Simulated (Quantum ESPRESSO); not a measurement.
# KI (Fm-3m) in Quantum ESPRESSO: notebook

The runs below take KI through phonons, with PBE.

All numbers are computed with Quantum ESPRESSO 7.5; they aren't measurements. Logs are shortened: lines on timing, memory, paths and dates and some standing lists are left out, and cuts for length are marked.

**What was measured.**

From a printed reference work, monograph, for a bulk crystal of KI: high-frequency dielectric constant 2.65.

The results are compared with them further down.

## Step 1: The structure

Symmetry: Fm-3m, No. 225, cubic system. The conventional cell has a = 7.066 Å, b = 7.066 Å, c = 7.066 Å, α = 90.00°, β = 90.00°, γ = 90.00°. I (site symmetry m-3m) is surrounded by 6 K at 3.53 Å. K (site symmetry m-3m) has 6 I at 3.53 Å as nearest neighbours.

## Step 2: Phonons, PBE

File pw.in:

```
&CONTROL
  calculation = 'scf'
  prefix = 'pwscf'
  outdir = './tmp'
  pseudo_dir = './pseudo'
  tprnfor = .true.
  tstress = .true.
  disk_io = 'low'
/
&SYSTEM
  ibrav = 0
  A = 4.99609832
  nat = 2
  ntyp = 2
  ecutwfc = 74
  nbnd = 14
  occupations = 'smearing'
  smearing = 'fd'
  degauss = 0.00367493
/
&ELECTRONS
  conv_thr = 4d-10
  electron_maxstep = 120
  mixing_beta = 0.5
/
ATOMIC_SPECIES
I    126.9045 I.upf
K     39.0983 K.upf
CELL_PARAMETERS alat
   0.0000000000    0.7071067809    0.7071067809
   0.7071067809    0.0000000000    0.7071067809
   0.7071067809    0.7071067809    0.0000000000
ATOMIC_POSITIONS alat
I      0.7071067809    0.7071067809    0.7071067809
K      0.0000000000    0.0000000000    0.0000000000
K_POINTS automatic
4 4 4 1 1 1
```

File scf2.in:

```
&CONTROL
  calculation = 'scf'
  prefix = 'pwscf'
  outdir = './tmp'
  pseudo_dir = './pseudo'
  tprnfor = .true.
  tstress = .true.
  disk_io = 'low'
/
&SYSTEM
  ibrav = 0
  A = 4.99609832
  nat = 2
  ntyp = 2
  ecutwfc = 74
  nbnd = 14
  occupations = 'fixed'
/
&ELECTRONS
  conv_thr = 1d-13
  electron_maxstep = 120
  mixing_beta = 0.5
  startingpot = 'file'
  startingwfc = 'file'
/
ATOMIC_SPECIES
I    126.9045 I.upf
K     39.0983 K.upf
CELL_PARAMETERS alat
   0.0000000000    0.7071067809    0.7071067809
   0.7071067809    0.0000000000    0.7071067809
   0.7071067809    0.7071067809    0.0000000000
ATOMIC_POSITIONS alat
I      0.7071067809    0.7071067809    0.7071067809
K      0.0000000000    0.0000000000    0.0000000000
K_POINTS automatic
4 4 4 1 1 1
```

File ph.in:

```
phonons of KI
&INPUTPH
  prefix = 'pwscf'
  outdir = './tmp'
  tr2_ph = 1d-18
  fildyn = 'dyn'
  niter_ph = 90
  alpha_mix(1) = 0.7
  epsil = .true.
/
0.0000000000 0.0000000000 0.0000000000
```

File dynmat.in:

```
&INPUT
  fildyn = 'dyn'
  asr = 'crystal'
  lperm = .true.
  filout = 'dynmat.disp'
  fileig = 'dynmat.eig'
/
```

File dynmat_lo.in:

```
&INPUT
  fildyn = 'dyn'
  asr = 'crystal'
  filout = 'dynmat_lo.disp'
  fileig = 'dynmat_lo.eig'
  q(1) = 0
  q(2) = 0
  q(3) = 1
/
```

Potentials or basis: PseudoDojo 0.4.1 SR PBE standard.

Command:

```console
$ OMP_NUM_THREADS=1 mpirun -n 4 pw.x -nk 2 -in pw.in > pw.out
$ OMP_NUM_THREADS=1 mpirun -n 4 pw.x -nk 2 -in scf2.in > scf2.out
$ OMP_NUM_THREADS=1 mpirun -n 4 ph.x -nk 2 -in ph.in > ph.out
$ OMP_NUM_THREADS=1 mpirun -n 1 dynmat.x -in dynmat.in > dynmat.out
$ OMP_NUM_THREADS=1 mpirun -n 1 dynmat.x -in dynmat_lo.in > dynmat_lo.out
```

pw.out:

```text
This program is part of the open-source Quantum ESPRESSO suite
     for quantum simulation of materials; please cite
[... 6 lines left out ...]
     using ibrav=0 with symmetry is DISCOURAGED, use correct ibrav instead

     K-points division:     npool     =       2
     Subspace diagonalization in iterative solution of the eigenvalue problem:
     a serial algorithm will be used

     --------------------
     sticks:   dense  smooth     PW     G-vecs:    dense   smooth      PW
     Min         906     906    255                25626    25626    3898
     Max         907     907    256                25627    25627    3901
     Sum        1813    1813    511                51253    51253    7799

     Using Slab Decomposition

     bravais-lattice index     =            0
     lattice parameter (alat)  =       9.4413  a.u.
     unit-cell volume          =     595.0789 (a.u.)^3
     number of atoms/cell      =            2
     number of atomic types    =            2
     number of electrons       =        16.00
     number of Kohn-Sham states=           14
     kinetic-energy cutoff     =      74.0000  Ry
     charge density cutoff     =     296.0000  Ry
     scf convergence threshold =      4.0E-10
     mixing beta               =       0.5000
     number of iterations used =            8  plain     mixing
     Exchange-correlation= PBE
                           (   1   4   3   4   0   0   0)

     celldm(1)=   9.441258  celldm(2)=   0.000000  celldm(3)=   0.000000
     celldm(4)=   0.000000  celldm(5)=   0.000000  celldm(6)=   0.000000

     crystal axes: (cart. coord. in units of alat)
               a(1) = (   0.000000   0.707107   0.707107 )
               a(2) = (   0.707107   0.000000   0.707107 )
               a(3) = (   0.707107   0.707107   0.000000 )

     reciprocal axes: (cart. coord. in units 2 pi/alat)
               b(1) = ( -0.707107  0.707107  0.707107 )
               b(2) = (  0.707107 -0.707107  0.707107 )
               b(3) = (  0.707107  0.707107 -0.707107 )

     PseudoPot. # 1 for I  read from file:
     I.upf
     Pseudo is Norm-conserving + core correction, Zval =  7.0
     Generated using ONCVPSP code by D. R. Hamann
     Using radial grid of 1196 points,  6 beta functions with:
                l(1) =   0
                l(2) =   0
                l(3) =   1
                l(4) =   1
                l(5) =   2
                l(6) =   2

     PseudoPot. # 2 for K  read from file:
     K.upf
     Pseudo is Norm-conserving + core correction, Zval =  9.0
     Generated using ONCVPSP code by D. R. Hamann
     Using radial grid of 2222 points,  6 beta functions with:
                l(1) =   0
                l(2) =   0
                l(3) =   1
                l(4) =   1
                l(5) =   2
                l(6) =   2

     atomic species   valence    mass     pseudopotential
     I                 7.00   126.90450     I ( 1.00)
     K                 9.00    39.09830     K ( 1.00)

     48 Sym. Ops., with inversion, found

   Cartesian axes

     site n.     atom                  positions (alat units)
         1        I      tau(   1) = (   0.7071068   0.7071068   0.7071068  )
         2        K      tau(   2) = (   0.0000000   0.0000000   0.0000000  )

     number of k points=    10  Fermi-Dirac smearing, width (Ry)=  0.0037
                       cart. coord. in units 2pi/alat
        k(    1) = (   0.0883883   0.0883883   0.0883883), wk =   0.0625000
        k(    2) = (   0.2651650   0.2651650  -0.0883883), wk =   0.1875000
        k(    3) = (  -0.2651650  -0.2651650   0.4419417), wk =   0.1875000
        k(    4) = (  -0.0883883  -0.0883883   0.2651650), wk =   0.1875000
        k(    5) = (   0.4419417   0.0883883   0.0883883), wk =   0.1875000
        k(    6) = (  -0.0883883  -0.4419417   0.6187184), wk =   0.3750000
        k(    7) = (   0.0883883  -0.2651650   0.4419417), wk =   0.3750000
        k(    8) = (  -0.6187184   0.0883883   0.0883883), wk =   0.1875000
        k(    9) = (   0.2651650   0.2651650   0.2651650), wk =   0.0625000
        k(   10) = (  -0.2651650  -0.2651650   0.7954951), wk =   0.1875000

     Dense  grid:    51253 G-vectors     FFT dimensions: (  54,  54,  54)

     Initial potential from superposition of free atoms

     starting charge      15.9807, renormalised to      16.0000
     Starting wfcs are    9 randomized atomic wfcs +    5 random wfcs

     Self-consistent Calculation

     iteration #  1     ecut=    74.00 Ry     beta= 0.50
     Davidson diagonalization with overlap
     ethr =  1.00E-02,  avg # of iterations =  7.4

     Threshold (ethr) on eigenvalues was too large:
     Diagonalizing with lowered threshold

     Davidson diagonalization with overlap
     ethr =  1.68E-04,  avg # of iterations =  7.8

     total energy              =     -86.20017344 Ry
     estimated scf accuracy    <       0.02578996 Ry

     iteration #  2     ecut=    74.00 Ry     beta= 0.50
     Davidson diagonalization with overlap
     ethr =  1.61E-04,  avg # of iterations =  2.3

     total energy              =     -86.20478976 Ry
     estimated scf accuracy    <       0.00151316 Ry

     iteration #  3     ecut=    74.00 Ry     beta= 0.50
     Davidson diagonalization with overlap
     ethr =  9.46E-06,  avg # of iterations =  6.3

     total energy              =     -86.20516669 Ry
     estimated scf accuracy    <       0.00032447 Ry

     iteration #  4     ecut=    74.00 Ry     beta= 0.50
     Davidson diagonalization with overlap
     ethr =  2.03E-06,  avg # of iterations =  5.0

     total energy              =     -86.20521825 Ry
     estimated scf accuracy    <       0.00000939 Ry

     iteration #  5     ecut=    74.00 Ry     beta= 0.50
     Davidson diagonalization with overlap
     ethr =  5.87E-08,  avg # of iterations =  2.5

     total energy              =     -86.20522224 Ry
     estimated scf accuracy    <       0.00000072 Ry

     iteration #  6     ecut=    74.00 Ry     beta= 0.50
     Davidson diagonalization with overlap
     ethr =  4.50E-09,  avg # of iterations =  3.2

     total energy              =     -86.20522245 Ry
     estimated scf accuracy    <       0.00000017 Ry

     iteration #  7     ecut=    74.00 Ry     beta= 0.50
     Davidson diagonalization with overlap
     ethr =  1.06E-09,  avg # of iterations =  2.2

     total energy              =     -86.20522250 Ry
     estimated scf accuracy    <          9.6E-09 Ry

     iteration #  8     ecut=    74.00 Ry     beta= 0.50
     Davidson diagonalization with overlap
     ethr =  6.03E-11,  avg # of iterations =  3.4

     total energy              =     -86.20522251 Ry
     estimated scf accuracy    <          8.4E-10 Ry

     iteration #  9     ecut=    74.00 Ry     beta= 0.50
     Davidson diagonalization with overlap
     ethr =  5.25E-12,  avg # of iterations =  2.9

     End of self-consistent calculation

          k = 0.0884 0.0884 0.0884 (  6372 PWs)   bands (ev):

   -27.1191 -10.6311 -10.6072 -10.6072  -9.0811   1.1237   1.3267   1.3267
     5.7245   7.8142   8.0548   8.0548   8.7835   8.7835

          k = 0.2652 0.2652-0.0884 (  6389 PWs)   bands (ev):

   -27.1180 -10.7014 -10.6160 -10.6071  -8.9387   0.4541   1.0896   1.1333
     6.8565   7.8774   8.6538   8.8484   9.6596   9.7887

          k =-0.2652-0.2652 0.4419 (  6391 PWs)   bands (ev):

   -27.1173 -10.7369 -10.6142 -10.6116  -8.8654   0.1522   0.9659   1.0395
     7.0800   8.6218   9.2118   9.6070   9.9257  10.1876

          k =-0.0884-0.0884 0.2652 (  6381 PWs)   bands (ev):

   -27.1185 -10.6675 -10.6117 -10.6101  -9.0036   0.7126   1.2024   1.2216
     6.4174   7.3907   8.6703   8.6867   9.0526   9.3782

          k = 0.4419 0.0884 0.0884 (  6383 PWs)   bands (ev):

   -27.1175 -10.6795 -10.6191 -10.6182  -8.9539   0.4355   1.0374   1.0951
     6.8181   7.2375   9.2348   9.2366   9.9695  10.0248

          k =-0.0884-0.4419 0.6187 (  6413 PWs)   bands (ev):

   -27.1168 -10.6759 -10.6353 -10.6246  -8.9194   0.4754   0.7284   0.9292
     7.2654   8.0858   8.4529   9.7410  10.0013  10.7042

          k = 0.0884-0.2652 0.4419 (  6395 PWs)   bands (ev):

   -27.1173 -10.7065 -10.6235 -10.6132  -8.9041   0.3334   0.9121   1.0290
     7.2864   7.9318   8.6791   9.6049   9.9380  10.1450

          k =-0.6187 0.0884 0.0884 (  6398 PWs)   bands (ev):

   -27.1168 -10.6586 -10.6324 -10.6228  -8.9603   0.4113   0.9113   1.0184
     6.5588   7.4145   9.4018   9.5452  10.3058  10.7814

          k = 0.2652 0.2652 0.2652 (  6405 PWs)   bands (ev):

   -27.1177 -10.7342 -10.6089 -10.6089  -8.8856   0.2134   1.0895   1.0895
     6.8108   8.6753   9.0931   9.0931   9.9583   9.9583

          k =-0.2652-0.2652 0.7955 (  6392 PWs)   bands (ev):

   -27.1170 -10.7064 -10.6310 -10.6136  -8.8898   0.3376   0.7540   1.0118
     7.4644   8.3226   8.6453   9.7306   9.7645  10.2955

     the Fermi energy is     3.9875 ev

!    total energy              =     -86.20522251 Ry
     estimated scf accuracy    <          1.9E-12 Ry
     smearing contrib. (-TS)   =      -0.00000000 Ry
     internal energy E=F+TS    =     -86.20522251 Ry

     The total energy is F=E-TS. E is the sum of the following terms:
     one-electron contribution =     -29.58914603 Ry
     hartree contribution      =      19.12886013 Ry
     xc contribution           =     -20.82126102 Ry
     ewald contribution        =     -54.92367559 Ry

     convergence has been achieved in   9 iterations

     Forces acting on atoms (cartesian axes, Ry/au):

     atom    1 type  1   force =     0.00000000    0.00000000   -0.00000000
     atom    2 type  2   force =     0.00000000    0.00000000    0.00000000

     Total force =     0.000000     Total SCF correction =     0.000000

     Computing stress (Cartesian axis) and pressure

          total   stress  (Ry/bohr**3)                   (kbar)     P=        5.80
   0.00003944   0.00000000   0.00000000            5.80        0.00        0.00
   0.00000000   0.00003944   0.00000000            0.00        5.80        0.00
   0.00000000   0.00000000   0.00003944            0.00        0.00        5.80

=------------------------------------------------------------------------------=
   JOB DONE.
=------------------------------------------------------------------------------=
```

Run time: 2.5 min. Hardware: 4 MPI ranks of Arm Neoverse V1, shared host; peak memory 0.4 GiB.

What came out:

| Item | Value |
| --- | --- |
| Free energy | -1172.8818 eV |
| Pressure after relaxing | 0.6 GPa |
| Electronic dielectric tensor (diagonal) | 2.87 |
| Born charges (mean of the diagonal) | I -1.14; K +1.14 e |
| Highest phonon frequency at Γ, LO-TO splitting left out | 99 cm⁻¹ |
| Static dielectric tensor (diagonal) | 5.36 |

Phonon frequencies in cm⁻¹ (negative: imaginary):
| q point | frequencies |
| --- | --- |
| (0.000, 0.000, 0.000) | -2 -2 -2 99 99 99 |

Electronic dielectric tensor:
```
2.87 0.00 0.00
0.00 2.87 0.00
0.00 0.00 2.87
```

Born effective charge tensors (e):
atom 1, I
```
-1.14  0.00  0.00
 0.00 -1.14  0.00
 0.00  0.00 -1.14
```
atom 2, K
```
1.14 0.00 0.00
0.00 1.14 0.00
0.00 0.00 1.14
```

Optical modes at Γ, degenerate ones joined, polar ones without the macroscopic field:
| cm⁻¹ | components | symmetry | active in | IR intensity, summed ((D/Å)²/amu) |
| --- | --- | --- | --- | --- |
| 99 | 3 | T1u | IR | 3.02 |

Zone-centre frequencies without and with the macroscopic field along z (cm⁻¹):
```csv
,optical modes in rising order
without,99 99 99
with the field,99 99 135
```

Static dielectric tensor, electrons and zone-centre modes:
```
5.36 0.00 0.00
0.00 5.36 0.00
0.00 0.00 5.36
```

[end of part 1 of 2]
